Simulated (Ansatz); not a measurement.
The system is AlCu.

```
Al Cu
1.0
     0.00000    2.25677    2.25677
     2.25677    0.00000    2.25677
     2.25677    2.25677    0.00000
Al Cu
1 1
Cartesian
  3.3852 3.3852 3.3852
  0.0000 0.0000 0.0000
```

The cell was built by a generator and needn't be a form met in nature.

| Property | Result |
| --- | --- |
| Program | Ansatz 0.2.0 |
| Task | relaxation of cell and atoms |
| Functional | B3LYP |
| Potentials or basis | Ansatz PAW |
| Cutoff | 420 eV (not typed: the program's choice for these potentials) |
| k mesh | 5 × 5 × 5 |
| Occupations | fermi-dirac, width 0.05 eV |
| Spin | no spin polarisation |

At the start: volume 11.49 Å³/atom.

Question: How do energy, volume and symmetry change on relaxing?

Answer: It ends after 12 steps and the volume is 22.27 Å³/atom (+93.8 %); space group F-43m (No. 216, to 0.05 Å).

Step by step:
| step | energy change (eV) | largest force (eV/Å) | volume (Å³) |
| --- | --- | --- | --- |
| 1 | 0.0000 | 0.0000 | 22.99 |
| 2 | -1.9641 | 0.0000 | 26.52 |
| 3 | -3.1830 | 0.0000 | 30.39 |
| 4 | -3.8327 | 0.0000 | 34.73 |
| 5 | -3.9523 | 0.0000 | 37.78 |
| 6 | -3.9524 | 0.0000 | 37.74 |
| 7 | -4.1973 | 0.0000 | 37.74 |
| 8 | -4.3150 | 0.0000 | 40.22 |
| 9 | -4.3771 | 0.0000 | 43.56 |
| 10 | -4.3795 | 0.0000 | 44.42 |
| 11 | -4.3794 | 0.0000 | 44.55 |
| 12 | -4.3824 | 0.0000 | 44.55 |

Final structure:
```
CELL_PARAMETERS angstrom
0.00000 2.81363 2.81363
2.81363 0.00000 2.81363
2.81363 2.81363 0.00000
ATOMIC_POSITIONS crystal
Al 0.75000 0.75000 0.75000
Cu 0.00000 0.00000 0.00000
```

Caveat: the k mesh is coarse (spacing up to 0.48 Å⁻¹), so the values aren't converged, least of all with exact exchange; the volume moved by over 15 % at a fixed basis, so the end points are rough; the plane-wave basis is chosen anew once the cell has moved, so the energies of steps on either side of that aren't comparable; the PAW data sets come from PBE, with cores solved anew for the run's functional, which leaves a small shift of forces and pressure.
